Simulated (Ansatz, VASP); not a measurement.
# WS2: VASP beside Ansatz

Wanted: the spread between two codes on one cell, functional and k mesh. The cell is taken from a series of runs on this material, whose earlier steps may have relaxed, scaled, displaced or heated it; both programs get it as it stands.

Method: plane waves, with VASP 6.6.1 beside it; single point at HSE06, in Ansatz 0.2.0.

### 1. The starting structure

The cell holds 3 atoms: 2 S and 1 W. Its edges and angles: a = 3.160 Å, b = 3.160 Å, c = 29.500 Å, α = 90.0°, β = 90.0°, γ = 120.0°. It derives from WS2. Vacuum lies along c.

Structure file:

```cif
data_structure
_symmetry_space_group_name_H-M 'P 1'
_symmetry_Int_Tables_number 1
_cell_length_a 3.1597
_cell_length_b 3.1597
_cell_length_c 29.5000
_cell_angle_alpha 90.000
_cell_angle_beta 90.000
_cell_angle_gamma 120.000
_cell_volume 255.06
loop_
_atom_site_label
_atom_site_type_symbol
_atom_site_fract_x
_atom_site_fract_y
_atom_site_fract_z
_atom_site_occupancy
S1 S 0.66667 0.33333 0.44657 1
S2 S 0.66667 0.33333 0.55343 1
W3 W 0.33333 0.66667 0.50000 1
```

### 2. Ansatz: single point, HSE06

Ansatz runs on its PAW soft_1 files.

With cell and atoms fixed, the geometry can't cause a difference; cores, projectors, grids and the points listed under the comparison can.

input.yaml

```yaml
crystal:
  lattice:
    - [3.1596916238, 0.0, 0.0]
    - [-1.5798458119, 2.7363732143, 0.0]
    - [0.0, 0.0, 29.5]
  atoms:
    - { symbol: S, position: [0.6666666667, 0.3333333333, 0.4465721937] }
    - { symbol: W, position: [0.3333333333, 0.6666666667, 0.5] }
    - { symbol: S, position: [0.6666666667, 0.3333333333, 0.5534278063] }
  periodic: [true, true, false]
kpoints:
  mp_grid: { grid: [9, 9, 1] }
  band_path:
    path: [[0.0, 0.0, 0.0], [0.5, 0.0, 0.0], [0.3333333333, 0.3333333333, 0.0]]
    npoints: 1
hamiltonian:
  xc: hse06
  pseudopotentials: { kind: paw, azcp: { folder: soft_1 } }
scf:
  occupations: { method: fixed }
  n_extra_bands: 5
output:
  eigenvalues: true
```

Command:

```bash
> ansatz run input.yaml --threads 2 --pin off --max-ram 73728MiB --backend cuda --events-out ev --progress --plain --runs-dir out --devices 1 --max-vram 13GiB
```

Numbers of over 12 decimals in the logs are rounded to 6 here.

The program printed:

```text
scf.n_extra_bands = 5 over 13 filled bands (N_el = 26.0): the run solves 18 bands
GPUs: using 1 of 1 available (devices: 1).
Engine: ansatz 0.2.0, x86_64-unknown-linux-gnu
Pseudopotentials: kind: paw
Pseudopotential: S, paw, valence charge 6, recommended cutoff 420 eV (normal), soft_1/S.paw.azcp
Pseudopotential: W, paw, valence charge 14, recommended cutoff 420 eV (normal), soft_1/W.paw.azcp
Functional definition: HSE06
  parameter a = 0.25
  parameter omega = 0.11/bohr
  exchange = pbe_x - a*pbe_x_sr(omega) + a*exact_x_sr(omega)
  correlation = pbe_c
davidson cushion auto → on  (no smearing: the cushion is to keep the highest requested band from converging to the state above it; pin scf.eigensolver.cushion to override)
device memory: the entry about to start is reckoned to put 1.2 GiB on a device that reports 39.0 GiB free (of which the cap on the GPU budget leaves the run 13.0 GiB)
GPU FFT provider: cuFFT
GPU libraries: cuBLAS 13.8.2, cuFFT 12.4.0, cuSOLVER 12.3.4
Crystal: 3 atoms, lattice volume = 255.060 Å³
Basis set: ecut = 420 eV, 4935 PW (Γ)
Bands: 18, of which v1, the nominal top of the filled ones, is band 13 counted from 1 (12 counted from 0)
Symmetry: 12 space group operations
Space group: P-6m2 (ITA 187), of the structure as read, at distance tolerance 6.3e-5 Å
k-points: 12 of 81 (time reversal used)
Non-local potential: S, projectors of the file, l = 0: 2, l = 1: 2, l = 2: 1
Non-local potential: W, projectors of the file, l = 0: 3, l = 1: 2, l = 2: 2, l = 3: 1
PAW form: soft (Blöchl's): semilocal exchange-correlation on the pseudo side does not see the compensation charge
PAW frozen core: S, regenerated for the run's functional, and the local potential with it (the file was generated under x = pbe(κ = 0.804, μ = 0.219515), c = pbe(β = 0.066725))
PAW frozen core: W, regenerated for the run's functional, and the local potential with it (the file was generated under x = pbe(κ = 0.804, μ = 0.219515), c = pbe(β = 0.066725))
PAW one-centre angular grid: S, 110 points (default); XC on 64 Gauss nodes
PAW one-centre angular grid: W, 590 points (default); XC on 64 Gauss nodes
Initial density: superposition of atomic densities (neutral atoms: chi_scale 0, normalization atom)
Initial wavefunctions: pseudopotential atomic-orbital guess
GPU buffer pool allocated for 115200 grid points (all kernels)
GPU transforms: local potential and band sums: pruned to the plane-wave sphere, on 24×24×200
Functional: x = pbe(κ = 0.804, μ = 0.219515), c = pbe(β = 0.066725), warm-up for x = pbe(κ = 0.804, μ = 0.219515) + 0.25 (exact − pbe) at short range (hse, ω = 0.207870 Å⁻¹), c = pbe(β = 0.066725); HSE06 as pw.x's `hse` composes it (authors' and Libxc's form: `xc: wpbeh`)
iter 1 solved again at ethr=5.51e-3 eV; its pass at ethr=1.00e-1 eV (dr2=1.43e0 eV) is discarded
SCF iter   1: F=—  HF=-12192.974304 eV  |F-HF|=—  |Δ(HF+E_count)|=         —  Δρ=2.23e-2  dr2=1.47e0  ethr=5.51e-3  ⟨swp⟩=4.9  Hψ=1292  notcnv=0
preconditioner: auto → none  [insulator: Δε(μ)=1.948 eV  Ē_g=9.744 eV  n_scr=16 (ndim 8)  ℏωp=9.9 eV  f_vac=0.756]
SCF iter   2: F=—  HF=-12192.595451 eV  |F-HF|=—  |Δ(HF+E_count)|=   3.79e-1  Δρ=1.05e-2  dr2=4.76e-1  ethr=5.51e-3  ⟨swp⟩=3.4  Hψ=621  notcnv=0  defer=1
SCF iter   3: F=—  HF=-12192.632673 eV  |F-HF|=—  |Δ(HF+E_count)|=   3.72e-2  Δρ=9.36e-3  dr2=6.96e-1  ethr=1.83e-3  ⟨swp⟩=4.4  Hψ=609  notcnv=0  defer=1
iter 4 solved again at ethr=6.16e-5 eV; its pass at ethr=1.83e-3 eV (dr2=1.60e-2 eV) is discarded
SCF iter   4: F=—  HF=-12192.523653 eV  |F-HF|=—  |Δ(HF+E_count)|=   1.09e-1  Δρ=3.61e-3  dr2=1.60e-2  ethr=6.16e-5  ⟨swp⟩=4.5  Hψ=1155  notcnv=0  defer=1
SCF iter   5: F=-12192.521736 eV  HF=-12192.521965 eV  |F-HF|=2.30e-4  |Δ(HF+E_count)|=   1.69e-3  Δρ=3.85e-4  dr2=3.43e-4  ethr=6.16e-5  ⟨swp⟩=2.0  Hψ=480  notcnv=0
SCF 1 stopped early in 5 iterations: F = -12192.521736 eV  dr2 = 3.43e-4
  greatest PAW one-centre occupation: 0.999 electrons in one spin orbital (limit 2), on the W atom at site 1 (counted from 0), in its partial waves of l = 0
device memory: the entry about to start is reckoned to put 1.8 GiB (of the 1.9 GiB reckoned in all, the device holds 0.1 GiB already) on a device that reports 35.9 GiB free (of which the cap on the GPU budget leaves the run 12.9 GiB)
GPU FFT provider: cuFFT
GPU libraries: cuBLAS 13.8.2, cuFFT 12.4.0, cuSOLVER 12.3.4
Initial density: handed on by an earlier stage of this run
Initial wavefunctions: those handed on with the density
GPU buffer pool allocated for 115200 grid points (all kernels)
GPU transforms: local potential and band sums: pruned to the plane-wave sphere, on 24×24×200
Functional: x = pbe(κ = 0.804, μ = 0.219515) + 0.25 (exact − pbe) at short range (hse, ω = 0.207870 Å⁻¹), c = pbe(β = 0.066725); HSE06 as pw.x's `hse` composes it (authors' and Libxc's form: `xc: wpbeh`)
Exchange kernel: α = 0.2500, screened, ω = 0.2079 Å⁻¹, Wigner–Seitz truncation, v(0) = 1046.9227 eV·Å³, q-mesh 9×9×1, nearest image of the exchange supercell L = 28.44 Å, pair-density grid 15×15×125, without the augmentation charges, whose exchange is taken in its separable form by FFT convolution over the k-point mesh (sized by the pseudopotential files, 20×20×200 at the most), smooth part of the exact exchange by density-matrix convolution in up to 8.09 GiB of GPU memory as planned if the GPU has room (build and FFT work areas not counted)
Frozen-core exchange: fock
SCF iter   1: F=—  HF=-12194.502322 eV  |F-HF|=—  |Δ(HF+E_count)|=         —  Δρ=3.20e-3  dr2=4.19e-2  ethr=1.32e-5  ⟨swp⟩=10.3  Hψ=1054  notcnv=0
preconditioner: auto → none  [insulator: Δε(μ)=2.444 eV  Ē_g=10.833 eV  n_scr=16 (ndim 8)  ℏωp=9.9 eV  f_vac=0.762]
SCF iter   2: F=—  HF=-12194.491484 eV  |F-HF|=—  |Δ(HF+E_count)|=   1.08e-2  Δρ=5.56e-4  dr2=1.30e-3  ethr=1.32e-5  ⟨swp⟩=4.1  Hψ=757  notcnv=0
SCF iter   3: F=—  HF=-12194.497116 eV  |F-HF|=—  |Δ(HF+E_count)|=   5.63e-3  Δρ=4.17e-4  dr2=4.34e-4  ethr=2.73e-6  ⟨swp⟩=5.1  Hψ=723  notcnv=0  defer=6
SCF iter   4: F=—  HF=-12194.496988 eV  |F-HF|=—  |Δ(HF+E_count)|=   1.28e-4  Δρ=5.86e-5  dr2=1.88e-5  ethr=1.60e-6  ⟨swp⟩=3.0  Hψ=569  notcnv=0
SCF iter   5: F=—  HF=-12194.497133 eV  |F-HF|=—  |Δ(HF+E_count)|=   1.46e-4  Δρ=6.31e-5  dr2=8.87e-6  ethr=1.36e-8  ⟨swp⟩=6.5  Hψ=941  notcnv=0  defer=8
SCF iter   6: F=-12194.497130 eV  HF=-12194.497130 eV  |F-HF|=9.49e-8  |Δ(HF+E_count)|=   2.95e-6  Δρ=6.39e-6  dr2=4.37e-7  ethr=1.36e-8  ⟨swp⟩=4.0  Hψ=634  notcnv=0  defer=4
SCF 2 stopped early in 6 iterations: F = -12194.497130 eV  dr2 = 4.37e-7
  greatest PAW one-centre occupation: 1.000 electrons in one spin orbital (limit 2), on the W atom at site 1 (counted from 0), in its partial waves of l = 0
hybrid outer 1: dexx = +6.784e-3 eV, tail = 1.34e-5 eV
GPU FFT provider: cuFFT
GPU libraries: cuBLAS 13.8.2, cuFFT 12.4.0, cuSOLVER 12.3.4
GPU buffer pool allocated for 115200 grid points (all kernels)
GPU transforms: local potential and band sums: pruned to the plane-wave sphere, on 24×24×200
Exchange kernel: α = 0.2500, screened, ω = 0.2079 Å⁻¹, Wigner–Seitz truncation, v(0) = 1046.9227 eV·Å³, q-mesh 9×9×1, nearest image of the exchange supercell L = 28.44 Å, pair-density grid 15×15×125, without the augmentation charges, whose exchange is taken in its separable form by FFT convolution over the k-point mesh (sized by the pseudopotential files, 20×20×200 at the most), smooth part of the exact exchange by density-matrix convolution in up to 8.09 GiB of GPU memory as planned if the GPU has room (build and FFT work areas not counted)
Frozen-core exchange: fock
SCF iter   1: F=—  HF=-12194.497163 eV  |F-HF|=—  |Δ(HF+E_count)|=         —  Δρ=2.37e-5  dr2=8.42e-7  ethr=2.57e-7  ⟨swp⟩=4.7  Hψ=524  notcnv=0
preconditioner: auto → none  [insulator: Δε(μ)=2.415 eV  Ē_g=10.805 eV  n_scr=16 (ndim 8)  ℏωp=9.9 eV  f_vac=0.763]
SCF iter   2: F=-12194.497163 eV  HF=-12194.497163 eV  |F-HF|=4.74e-8  |Δ(HF+E_count)|=   2.07e-7  Δρ=1.14e-5  dr2=9.12e-8  ethr=2.55e-9  ⟨swp⟩=5.2  Hψ=618  notcnv=0  defer=7
SCF 3 converged in 2 iterations: F = -12194.497163 eV  dr2 = 9.12e-8
hybrid outer 2: dexx = +2.234e-7 eV, tail = 1.96e-7 eV, Δε = 2.02e-3 eV (about 2.55e-4 eV left of the loop's levels)
device memory: the entry about to start is reckoned to put 0.8 GiB on a device that reports 38.0 GiB free (of which the cap on the GPU budget leaves the run 13.0 GiB)
NSCF: frozen V_eff on 3 k-points
hybrid SCF converged: 2 outer / 8 inner (+5 warm-up), last move |dexx| = 2.23e-7 eV, tail = 1.96e-7 eV
Stability not checked: this state was not tested for a lower state beside it, because the functional holds exact exchange (a hybrid, or Hartree-Fock), whose exchange loop this test does not read (fock_operator; see scf.lower_state_search)
Free energy (F): -12194.497163 eV
Frozen-core exchange: fock
Harris-Foulkes:  -12194.497163 eV  (|F-HF|=4.74e-8)
Internal energy: -12194.497163 eV  (E = F + TS)
E sigma→0 (E₀):  -12194.497163 eV
Fermi energy:    -6.089809 eV
--- Per-component energies (eV) ---
  E_band       = -667.664187
  E_kinetic    = 631.522615
  E_local      = -43522.927219  (includes V_loc(G=0)·N_el)
  E_nonlocal   = 44.867122
  E_hartree    = 21399.253179
  E_xc         = -356.125385
  E_vxc        = -316.987348  (∫ρ·V_xc dr)
  E_exx        = -63.280950  (= α·E_x^exact, valence–valence)
  E_paw        = -9821.539961  (= ΣΔE_a)
  E_vpaw       = -176.080918  (= ΣTr[D̂ρ^β])
  E_aug_tail   = 0.000154  (compensation charges beyond the density's cutoff)
  E_ewald      = 19496.843319
  E_core_change = -3.110036  (= ΣΔE_core)
  E_smearing   = -0.000000  (= −TS)
  E_closure    = -0.000000  (closes the sum)
  Σ components = -12194.497163   (vs F -12194.497163, Δ=-5.46e-12)
--- Band table (eV; the first three rows and the last of 12) ---
  k-point 0: bands = [... 9 lower, -8.6681, -7.8814, -7.8814, -6.2550, -2.4196, -2.4196, -2.3202, -2.3202, ... 1 higher]
  k-point 1: bands = [... 9 lower, -9.1079, -8.2292, -7.7400, -6.3814, -2.8216, -2.5556, -2.5165, -2.0161, ... 1 higher]
  k-point 2: bands = [... 9 lower, -8.9348, -8.5429, -8.0135, -6.9514, -3.2172, -2.8251, -2.2853, -1.2414, ... 1 higher]
  k-point 11: bands = [... 9 lower, -10.5788, -9.8724, -8.9632, -6.0898, -3.6747, -2.0118, -1.2041, 0.5793, ... 1 higher]
  the weakly bound empty levels are not read free of the cell's end (exact_exchange)
```

### 3. VASP: single point, HSE06

The same cell, functional and mesh now go to VASP, with its own data sets.

Lines of VASP's logs that name or quote its potential files are left out, and so is its time.

The run reads the wave functions of an earlier VASP run, which isn't shown here.

INCAR

```
SYSTEM = WS2
PREC = Accurate
ENCUT = 400
EDIFF = 1E-06
NELM = 100
ISMEAR = 0
SIGMA = 0.01
LREAL = .FALSE.
ALGO = Normal
LHFCALC = .TRUE.
AEXX = 0.25
GGA = PE
HFSCREEN = 0.208
LASPH = .TRUE.
NBANDS = 15
PRECFOCK = Fast
LORBIT = 11
LWAVE = .FALSE.
LCHARG = .FALSE.
KPAR = 8
ISIF = 2
LDIPOL = .TRUE.
IDIPOL = 3
DIPOL = 0.5 0.5 0.5
LVHAR = .TRUE.
```

POSCAR

```
WS2
1.0
    3.1596916238      0.0000000000      0.0000000000
   -1.5798458119      2.7363732143      0.0000000000
    0.0000000000      0.0000000000     29.5000000000
S W
2 1
Direct
    0.6666666667      0.3333333333      0.4465721937
    0.6666666667      0.3333333333      0.5534278063
    0.3333333333      0.6666666667      0.5000000000
```

KPOINTS

```
Automatic mesh
0
Gamma
9 9 1
0 0 0
```

PAW data sets: S and W (PBE family, release 64).

Command:

```bash
> mpirun -np 8 vasp_std
```

The program printed:

```text
[banner, memory and clock lines left out]
running    8 mpi-ranks, on    1 nodes
 distrk:  each k-point on    1 cores,    8 groups
 distr:  one band on    1 cores,    1 groups

 POSCAR found type information on POSCAR S W
 POSCAR found :  2 types and       3 ions
|                                                                             |
|           W    W    AA    RRRRR   N    N  II  N    N   GGGG   !!!           |
|           W    W   A  A   R    R  NN   N  II  NN   N  G    G  !!!           |
|           W    W  A    A  R    R  N N  N  II  N N  N  G       !!!           |
|           W WW W  AAAAAA  RRRRR   N  N N  II  N  N N  G  GGG   !            |
|           WW  WW  A    A  R   R   N   NN  II  N   NN  G    G                |
|           W    W  A    A  R    R  N    N  II  N    N   GGGG   !!!           |
|                                                                             |
|     For optimal performance we recommend to set                             |
|       NCORE = 2 up to number-of-cores-per-socket                            |
|     NCORE specifies how many cores store one orbital (NPAR=cpu/NCORE).      |
|     This setting can greatly improve the performance of VASP for DFT.       |
|     The default, NCORE=1 might be grossly inefficient on modern             |
|     multi-core architectures or massively parallel machines. Do your        |
|     Unfortunately you need to use the default for GW and RPA                |
|     calculations (for HF NCORE is supported but not extensively tested      |
|     yet).                                                                   |
|                                                                             |

 LDA part: xc-table for (Slater+PW92), standard interpolation
 found WAVECAR, reading the header
 POSCAR, INCAR and KPOINTS ok, starting setup
 FFT: planning ... GRIDC
 FFT: planning ... GRID_SOFT
 FFT: planning ... GRID
 reading WAVECAR
 the WAVECAR file was read successfully
 initial charge from wavefunction
 entering main loop
       N       E                     dE             d eps       ncg     rms          rms(c)
DAV:   1    -0.282331345911E+02   -0.28233E+02   -0.86365E-01   437   0.116E+01    0.882E+00
DAV:   2    -0.282295638888E+02    0.35707E-02   -0.25500E-02   444   0.109E+00    0.511E+00
DAV:   3    -0.282290166341E+02    0.54725E-03   -0.53978E-03   486   0.485E-01    0.299E+00
DAV:   4    -0.282282746453E+02    0.74199E-03   -0.90644E-04   465   0.229E-01    0.182E+00
DAV:   5    -0.282282230751E+02    0.51570E-04   -0.55086E-04   507   0.141E-01    0.106E+00
DAV:   6    -0.282282000624E+02    0.23013E-04   -0.68906E-05   502   0.702E-02    0.594E-01
DAV:   7    -0.282282012887E+02   -0.12264E-05   -0.21286E-05   479   0.306E-02    0.348E-01
DAV:   8    -0.282282035725E+02   -0.22837E-05   -0.27574E-06   486   0.119E-02    0.211E-01
DAV:   9    -0.282282058911E+02   -0.23186E-05   -0.11836E-06   404   0.714E-03    0.126E-01
DAV:  10    -0.282282077075E+02   -0.18164E-05   -0.36833E-07   362   0.437E-03    0.737E-02
DAV:  11    -0.282282089558E+02   -0.12483E-05   -0.15835E-07   390   0.286E-03    0.446E-02
DAV:  12    -0.282282098573E+02   -0.90148E-06   -0.67585E-08   369   0.174E-03
   1 F= -.28228210E+02 E0= -.28228210E+02  d E =-.643824E-14
```

(Continued in part 2 of 2.)

[Lines on the potential files, build, host, timing and source positions are cut from VASP's logs without a mark.]

[Logs are printed without paths, hosts, clocks, repeated set-up lines and the standing remarks that a program may print on its own settings, such as how far it seeks lower states.]

[Hosts, paths, dates, database ids (printed as entryN), source tags and the programs' standing remarks are cut or masked in the printed files.]
